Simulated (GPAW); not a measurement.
NaCl:

```
Cl Na
1.0
     3.50219    0.00000    0.00000
     0.00000    3.50219    0.00000
     0.00000    0.00000    3.50219
Cl Na
1 1
Direct
  0.50000 0.50000 0.50000
  0.00000 0.00000 0.00000
```

Measurements of this composition are mostly on another form, of space group No. 225.

```yaml
Program: GPAW 26.7.0
Task: relaxation of cell and atoms
Functional: PBE
Dispersion: D3M(BJ)
Potentials_or_basis: GPAW PAW data sets (gpaw-data 1.2.1)
Cutoff: 800 eV
Basis: pw
k_mesh: 8 × 8 × 8
Occupations: fermi-dirac, width 0.05 eV
Spin: no spin polarisation
```

At the start: pressure -5.0 GPa; volume 21.48 Å³/atom.

Question: Where does the relaxation end?

Answer: Over 5 steps the energy falls by 63.2 meV/atom and the volume is 18.06 Å³/atom (-15.9 %); space group Pm-3m (No. 221, to 0.05 Å).

The path:
| step | energy change (eV) | largest force (eV/Å) | pressure (GPa) | volume (Å³) |
| --- | --- | --- | --- | --- |
| 1 | 0.0000 | 0.0000 | -5.04 | 42.96 |
| 2 | -0.0188 | 0.0000 | -4.78 | 42.34 |
| 3 | -0.1142 | 0.0000 | 2.35 | 34.39 |
| 4 | -0.1258 | 0.0000 | -0.47 | 36.49 |
| 5 | -0.1263 | 0.0000 | -0.03 | 36.12 |

Final structure:
```xyz
2
Lattice="3.3055 0.0000 0.0000 0.0000 3.3055 0.0000 0.0000 0.0000 3.3055" Properties=species:S:1:pos:R:3 pbc="T T T"
Cl    1.6527    1.6527    1.6527
Na    0.0000    0.0000    0.0000
```

Caveat: later steps reuse the first step's grids; the volume moved by over 15 % at a fixed basis, so the end points are rough.
